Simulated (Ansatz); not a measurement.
# Relaxing Al$_{3}$Ni$_{2}$

Computed with DFT PBEsol, scalar-relativistic, plane waves, PAW in Ansatz. Settings: 420 eV cutoff, 12×12×8 k-mesh, Gaussian smearing of 0.10 eV, no spin polarisation.

What was changed: relaxed at 60 GPa.

Other phases may be more stable at this pressure.

Command:

```bash
ansatz run input.yaml --threads 1 --pin off --max-ram 2560MiB --backend cpu --events-out ev --progress --plain --runs-dir out
```

Input:

```yaml
crystal:
  lattice:
    - [3.6987017926, 0.0, 0.0]
    - [-1.8493508963, 3.2031697134, 0.0]
    - [0.0, 0.0, 4.5125513739]
  atoms:
    - { symbol: Al, position: [0.0, 0.0, 0.0] }
    - { symbol: Al, position: [0.3333333333, 0.6666666667, 0.6452089868] }
    - { symbol: Al, position: [0.6666666667, 0.3333333333, 0.3547910132] }
    - { symbol: Ni, position: [0.3333333333, 0.6666666667, 0.1474356575] }
    - { symbol: Ni, position: [0.6666666667, 0.3333333333, 0.8525643425] }
basis:
  ecutwfc: 420
kpoints:
  mp_grid: { grid: [12, 12, 8] }
hamiltonian:
  xc: pbesol
scf:
  occupations: { method: gaussian, width: 0.1 }
output:
  forces: true
  stress: true
  eigenvalues: true
relax:
  adjacent_minimum: "off"
  f_tol: 0.008
  max_steps: 50
  cell: { stress_tol: 0.08, p_target: 60.0 }
```

F is the free energy. Steps run on the plane waves of an earlier cell, but the last one, and at times one on the way, on a freshly chosen basis, so a repeated geometry can differ a little in energy. The relaxation lowers the enthalpy F + PV at the target pressure, so F itself can rise.

Steps:

| step | F − F(1) (eV) | largest force component (eV/Å) | V (Å³/atom) | P (GPa) |
| --- | --- | --- | --- | --- |
| 1 | 0.0000 | 0.169 | 10.693 | 54.28 |
| 2 | 0.2164 | 0.076 | 10.568 | 58.34 |
| 3 | 0.3119 | 0.018 | 10.516 | 60.09 |
| 4 | 0.3073 | 0.009 | 10.519 | 59.99 |
| 5 | 0.3077 | 0.004 | 10.518 | 60.00 |
| 6 | 0.3082 | 0.004 | 10.518 | 59.99 |

Relaxed structure:

```
CELL_PARAMETERS angstrom
3.67452 0.00000 0.00000
-1.83726 3.18223 0.00000
0.00000 0.00000 4.49766
ATOMIC_POSITIONS crystal
Al 0.00000 0.00000 0.00000
Al 0.33333 0.66667 0.64395
Al 0.66667 0.33333 0.35605
Ni 0.33333 0.66667 0.14861
Ni 0.66667 0.33333 0.85139
```

It takes space group P-3m1 (No. 164, trigonal). Conventional cell: a = 3.675 Å, b = 3.675 Å, c = 4.498 Å, α = 90.00°, β = 90.00°, γ = 120.00°. Around Al (site symmetry -3m) lie 6 Ni at 2.22 Å. Al (site symmetry 3m) is surrounded by 5 Ni at 2.23 to 2.32 Å and 3 Al at 2.49 Å. Around Ni (site symmetry 3m) lie 8 Al at 2.22 to 2.32 Å and 3 Ni at 2.51 Å.

The run converged. The run took 63 s on 1 thread of Arm Neoverse V2 (shared host), peak memory 0.43 GiB.